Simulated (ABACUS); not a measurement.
# CsBr (Pm-3m) in ABACUS: single point with rSCAN

Aim: the single point of CsBr with rSCAN.

Everything below comes from runs of ABACUS 3.10.1. Logs are shortened: lines on timing, memory, paths and dates and some standing lists are left out, and cuts for length are marked.

### Step 1. The crystal as given

It takes space group Pm-3m (No. 221, cubic). Conventional cell: a = 4.326 Å, b = 4.326 Å, c = 4.326 Å, α = 90.00°, β = 90.00°, γ = 90.00°. Cs (site symmetry m-3m) has 8 Br at 3.75 Å as nearest neighbours. Br (site symmetry m-3m) has 8 Cs at 3.75 Å as nearest neighbours.

The cell comes from a database or a generator and needn't be the stable form of this composition.

### Step 2. Single point, rSCAN

File run_abacus.py:

```python
"""ABACUS run from a structure file: ASE reads it, the script writes STRU, KPT and INPUT."""
import re
import subprocess
import spglib
from ase import Atoms
from ase.io import read
from ase.units import Bohr

atoms = read("CsBr.cif")
cell, frac, numbers = spglib.standardize_cell((atoms.cell[:], atoms.get_scaled_positions(), atoms.numbers), to_primitive=True, symprec=1e-4)
atoms = Atoms(numbers=numbers, cell=cell, scaled_positions=frac, pbc=True)  # the primitive cell
atoms = atoms[(-atoms.numbers).argsort(kind="stable")]  # ABACUS lists atoms element by element
pseudo = {'Cs': 'Cs_ONCV_PBE-1.2.upf', 'Br': 'Br_ONCV_PBE-1.2.upf'}
orbital = {}
magmoms = None
kmesh = [4, 4, 4]
params = {
    'suffix': 'CsBr',
    'calculation': 'scf',
    'basis_type': 'pw',
    'pseudo_dir': './',
    'symmetry': 1,
    'dft_functional': 'MGGA_X_RSCAN+MGGA_C_RSCAN',
    'ecutwfc': 69,
    'pseudo_rcut': 10,
    'nspin': 1,
    'nbands': 18,
    'ks_solver': 'dav',
    'smearing_method': 'fd',
    'smearing_sigma': 0.00367493,
    'scf_thr': 1e-08,
    'scf_nmax': 100,
    'mixing_type': 'broyden',
    'mixing_beta': 0.7,
    'cal_force': 1,
    'cal_stress': 1,
    'mixing_tau': 1,
    'out_chg': 1,
    'kpar': 4,
}

symbols = atoms.get_chemical_symbols()
elements = list(dict.fromkeys(symbols))
lines = ["ATOMIC_SPECIES"] + [f"{e} {atoms.get_masses()[symbols.index(e)]:.4f} {pseudo[e]}" for e in elements]
if orbital:
    lines += ["", "NUMERICAL_ORBITAL"] + [orbital[e] for e in elements]
lines += ["", "LATTICE_CONSTANT", f"{1 / Bohr:.10f}", "", "LATTICE_VECTORS"]
lines += [" ".join(f"{x:.10f}" for x in v) for v in atoms.cell]
lines += ["", "ATOMIC_POSITIONS", "Direct"]
for e in elements:
    lines += ["", e, "0.0", str(symbols.count(e))]
    for i, p in enumerate(atoms.get_scaled_positions(wrap=False)):
        if symbols[i] == e:
            mag = "" if magmoms is None else " mag " + " ".join(str(x) for x in (magmoms[i] if isinstance(magmoms[i], list) else [magmoms[i]]))
            lines.append(" ".join(f"{x:.10f}" for x in p) + " 1 1 1" + mag)
open("STRU", "w").write("\n".join(lines) + "\n")
open("KPT", "w").write("K_POINTS\n0\nGamma\n%d %d %d 0 0 0\n" % tuple(kmesh))
open("INPUT", "w").write("INPUT_PARAMETERS\n" + "".join(f"{k:<20s}{v}\n" for k, v in params.items()))

done = subprocess.run(['mpirun', '-np', '4', 'abacus'])
if done.returncode:
    raise SystemExit(done.returncode)
log = open("OUT.CsBr/running_scf.log").read()
print("final energy (eV):", re.findall(r"FINAL_ETOT_IS (\S+)", log))
```

File CsBr.cif:

```cif
data_CsBr
_cell_length_a 4.32562222
_cell_length_b 4.32562222
_cell_length_c 4.32562222
_cell_angle_alpha 90.00000000
_cell_angle_beta 90.00000000
_cell_angle_gamma 90.00000000
_space_group_name_H-M_alt 'Pm-3m'
_space_group_name_Hall '-P 4 2 3'
_space_group_IT_number 221
loop_
_space_group_symop_operation_xyz
'x,y,z'
'-x,-y,-z'
'-y,x,z'
'y,-x,-z'
'-x,-y,z'
'x,y,-z'
'y,-x,z'
'-y,x,-z'
'x,-y,-z'
'-x,y,z'
'-y,-x,-z'
'y,x,z'
'-x,y,-z'
'x,-y,z'
'y,x,-z'
'-y,-x,z'
'z,x,y'
'-z,-x,-y'
'z,-y,x'
'-z,y,-x'
'z,-x,-y'
'-z,x,y'
'z,y,-x'
'-z,-y,x'
'-z,x,-y'
'z,-x,y'
'-z,-y,-x'
'z,y,x'
'-z,-x,y'
'z,x,-y'
'-z,y,x'
'z,-y,-x'
'y,z,x'
'-y,-z,-x'
'x,z,-y'
'-x,-z,y'
'-y,z,-x'
'y,-z,x'
'-x,z,y'
'x,-z,-y'
'-y,-z,x'
'y,z,-x'
'-x,-z,-y'
'x,z,y'
'y,-z,-x'
'-y,z,x'
'x,-z,y'
'-x,z,-y'
loop_
_atom_site_label
_atom_site_type_symbol
_atom_site_symmetry_multiplicity
_atom_site_Wyckoff_symbol
_atom_site_fract_x
_atom_site_fract_y
_atom_site_fract_z
_atom_site_occupancy
Cs1 Cs 1 a 0.0000000000 0.0000000000 0.0000000000 1
Br1 Br 1 b 0.5000000000 0.5000000000 0.5000000000 1
```

Potentials or basis: SG15 ONCV 1.2 PBE, plane waves.

Launch:

```sh
$ OMP_NUM_THREADS=1 python run_abacus.py > log
```

running log:

```text
ABACUS v3.10.1

               Atomic-orbital Based Ab-initio Computation at UStc

 ------------------------------------------------------------------------------------

 READING GENERAL INFORMATION
                           global_out_dir = OUT.CsBr/
                           global_in_card = INPUT
                               pseudo_dir = ./
                              orbital_dir =
                                    DSIZE = 4
                                    GSIZE = 1

 READING UNITCELL INFORMATION
                                    ntype = 2
                  lattice constant (Bohr) = 1.88973
              lattice constant (Angstrom) = 1

 READING ATOM TYPE 1
                               atom label = Cs
                      L=0, number of zeta = 1
                      L=1, number of zeta = 1
                      L=2, number of zeta = 1
             number of atom for this type = 1

 READING ATOM TYPE 2
                               atom label = Br
                      L=0, number of zeta = 1
                      L=1, number of zeta = 1
                      L=2, number of zeta = 1
             number of atom for this type = 1

                        TOTAL ATOM NUMBER = 2
DIRECT COORDINATES
    atom                   x                   y                   z     mag                  vx                  vy                  vz
taud_Cs1            0.0000000000        0.0000000000        0.0000000000  0.0000        0.0000000000        0.0000000000        0.0000000000
taud_Br1            0.5000000000        0.5000000000        0.5000000000  0.0000        0.0000000000        0.0000000000        0.0000000000

                          Volume (Bohr^3) = 546.188
                             Volume (A^3) = 80.9367

 Lattice vectors: (Cartesian coordinate: in unit of a_0)
             +4.32562                  +0                  +0
                   +0            +4.32562                  +0
                   +0                  +0            +4.32562
 Reciprocal vectors: (Cartesian coordinate: in unit of 2 pi/a_0)
            +0.231181                  -0                  +0
                   -0           +0.231181                  -0
                   +0                  -0           +0.231181
 The esolver type has been set to : ksdft_pw

                PAO radial cut off (Bohr) = 10

 Read in pseudopotential file is Cs_ONCV_PBE-1.2.upf
                     pseudopotential type = NC
          exchange-correlation functional = PBE
                 nonlocal core correction = 0
                        valence electrons = 9
                                     lmax = 2
                           number of zeta = 0
                     number of projectors = 6
                           L of projector = 0
                           L of projector = 0
                           L of projector = 1
                           L of projector = 1
                           L of projector = 2
                           L of projector = 2
 XC functional updated to : MGGA_X_RSCAN+MGGA_C_RSCAN
          exchange-correlation functional = MGGA_X_RSCAN+MGGA_C_RSCAN
                PAO radial cut off (Bohr) = 10

 Read in pseudopotential file is Br_ONCV_PBE-1.2.upf
                     pseudopotential type = NC
          exchange-correlation functional = PBE
                 nonlocal core correction = 0
                        valence electrons = 7
                                     lmax = 2
                           number of zeta = 0
                     number of projectors = 6
                           L of projector = 0
                           L of projector = 0
                           L of projector = 1
                           L of projector = 1
                           L of projector = 2
                           L of projector = 2
 XC functional updated to : MGGA_X_RSCAN+MGGA_C_RSCAN
          exchange-correlation functional = MGGA_X_RSCAN+MGGA_C_RSCAN
     initial pseudo atomic orbital number = 0

 SETUP THE ELECTRONS NUMBER
            electron number of element Cs = 9
      total electron number of element Cs = 9
            electron number of element Br = 7
      total electron number of element Br = 7
            AUTOSET number of electrons:  = 16
                           occupied bands = 8
[... 50 lines left out ...]
 The lattice vectors have been changed (STRU_SIMPLE.cif)

(for optimal symmetric configuration:)
                             BRAVAIS TYPE = 1
                     BRAVAIS LATTICE NAME = 01. Cubic P (simple)
                                    ibrav = 1
                                    IBRAV = 1
                                  BRAVAIS = SIMPLE CUBIC
                       LATTICE CONSTANT A = 4.32562
Original cell was already a primitive cell.
                        ROTATION MATRICES = 48
              PURE POINT GROUP OPERATIONS = 48
                   SPACE GROUP OPERATIONS = 48
                              POINT GROUP = O_h
               POINT GROUP IN SPACE GROUP = O_h

 SETUP K-POINTS
                                    nspin = 1
                   Input type of k points = Monkhorst-Pack(Gamma)
                                   nkstot = 64
                       right hand lattice = 1
(for reciprocal lattice: )
                             BRAVAIS TYPE = 1
                     BRAVAIS LATTICE NAME = 01. Cubic P (simple)
                                    ibrav = 1
                       right hand lattice = 1
(for k-lattice: )
                             BRAVAIS TYPE = 1
                     BRAVAIS LATTICE NAME = 01. Cubic P (simple)
                                    ibrav = 1
                       right hand lattice = 1
                        ROTATION MATRICES = 48
                               nkstot_ibz = 10
K-POINTS REDUCTION ACCORDING TO SYMMETRY
     IBZ    DIRECT_X    DIRECT_Y    DIRECT_Z  WEIGHT  ibz2bz
       1  0.00000000  0.00000000  0.00000000  0.0156       0
       2  0.25000000  0.00000000  0.00000000  0.0938       1
       3  0.50000000  0.00000000  0.00000000  0.0469       2
       4  0.25000000  0.25000000  0.00000000  0.1875       5
       5  0.50000000  0.25000000  0.00000000  0.1875       6
       6  0.50000000  0.50000000  0.00000000  0.0469      10
       7  0.25000000  0.25000000  0.25000000  0.1250      21
       8  0.50000000  0.25000000  0.25000000  0.1875      22
       9  0.50000000  0.50000000  0.25000000  0.0938      26
      10  0.50000000  0.50000000  0.50000000  0.0156      42

                               nkstot now = 10
[... K-POINTS DIRECT COORDINATES: 10 rows ...]

           k-point number in this process = 3
       minimum distributed K point number = 2
[... stars of the k points ...]

[... K-POINTS CARTESIAN COORDINATES: 3 rows ...]

[... K-POINTS DIRECT COORDINATES: 3 rows ...]

 SETUP PLANE WAVES FOR WAVE FUNCTIONS
     energy cutoff for wavefunc (unit:Ry) = 69
              fft grid for wave functions = [ 45, 45, 45 ]
                    number of plane waves = 6031
                         number of sticks = 401

 PARALLEL PW FOR WAVE FUNCTIONS
     PROC   COLUMNS(POT)             PW
        1            401           6031
 --------------- sum -------------------
        1            401           6031

 SETUP NONLOCAL PSEUDOPOTENTIALS IN PLANE WAVE BASIS
 Cs non-local projectors:
 projector 1 L=0
 projector 2 L=0
 projector 3 L=1
 projector 4 L=1
 projector 5 L=2
 projector 6 L=2
 Br non-local projectors:
 projector 1 L=0
 projector 2 L=0
 projector 3 L=1
 projector 4 L=1
 projector 5 L=2
 projector 6 L=2
      TOTAL NUMBER OF NONLOCAL PROJECTORS = 36

 Init Non-Local PseudoPotential table :
 Init Non-Local-Pseudopotential done.

                                     npwx = 5294

 -------------------------------------------
 SELF-CONSISTENT
 -------------------------------------------
                                 init_chg = atomic

 PW ALGORITHM --------------- ION=   1  ELEC=   1--------------------------------

 Density error is 0.185229878864
                          Error Threshold = 0.01
----------------------------------------------------------
     Energy           Rydberg                 eV
----------------------------------------------------------
 E_KohnSham     -67.6734342580       -920.7443091374
 E_Harris       -68.0169306953       -925.4178179278
 E_Fermi        0.3393870389         4.6175975560
----------------------------------------------------------
[... 63 lines left out ...]
 Density error is 1.93562712805e-09
                          Error Threshold = 3.07828173803e-10
----------------------------------------------------------
     Energy           Rydberg                 eV
----------------------------------------------------------
 E_KohnSham     -67.7297770799       -921.5108925558
 E_KS(sigma->0) -67.7297770799       -921.5108925558
 E_Harris       -67.7296745683       -921.5094978144
 E_band         -5.1303213670        -69.8016031629
 E_one_elec     -7.6097378894        -103.5357955826
 E_Hartree      9.1701513008         124.7663092128
 E_xc           -11.8056379565       -160.6239447338
 E_Ewald        -57.4845525347       -782.1174614522
 E_entropy(-TS) 0.0000000000         0.0000000000
 E_descf        0.0000000000         0.0000000000
 E_exx          0.0000000000         0.0000000000
 E_Fermi        0.3312359614         4.5066964572
----------------------------------------------------------

 charge density convergence is achieved
 final etot is -921.51089256 eV
 EFERMI = 4.5066964572 eV

 STATE ENERGY(eV) AND OCCUPATIONS    NSPIN == 1
 1/3 kpoint (Cartesian) = 0.0000 0.0000 0.0000 (5257 pws)
       1       -17.9486      0.0312500
       2       -10.3730      0.0312500
       3       -4.04971      0.0312500
       4       -4.04971      0.0312500
       5       -4.04971      0.0312500
       6        2.51604      0.0312500
[... 39 lines left out ...]
       6        1.24728      0.0937500
[... 10 lines left out ...]
      17        14.0485    1.23796e-84
      18        14.8508        0.00000

------------------------------------------------------------------------------------------
 TOTAL-FORCE (eV/Angstrom)
------------------------------------------------------------------------------------------
                       Cs1         0.0000000000         0.0000000000         0.0000000000
                       Br1         0.0000000000         0.0000000000         0.0000000000
------------------------------------------------------------------------------------------

----------------------------------------------------------------
 TOTAL-STRESS (KBAR)
----------------------------------------------------------------
        -0.6140720487         0.0000000000        -0.0000000000
         0.0000000000        -0.6140720487         0.0000000000
        -0.0000000000         0.0000000000        -0.6140720487
----------------------------------------------------------------
 TOTAL-PRESSURE: -0.614072 KBAR

 --------------------------------------------
 !FINAL_ETOT_IS -921.5108925557833572 eV
 --------------------------------------------
```

Wall time 24 s (4 MPI ranks of AMD EPYC 7R43 (Zen 3), shared host); peak memory 0.44 GiB.

Results:

```yaml
Free_energy: -921.5109 eV
Pressure: -0.1 GPa
Band_gap_on_the_k_mesh: 4.96 eV, indirect (least direct gap 4.97 eV)
```

Caveat: the potentials were made for another functional, which shifts forces and pressure; spin-orbit coupling is left out, which moves the levels of the heavy elements.
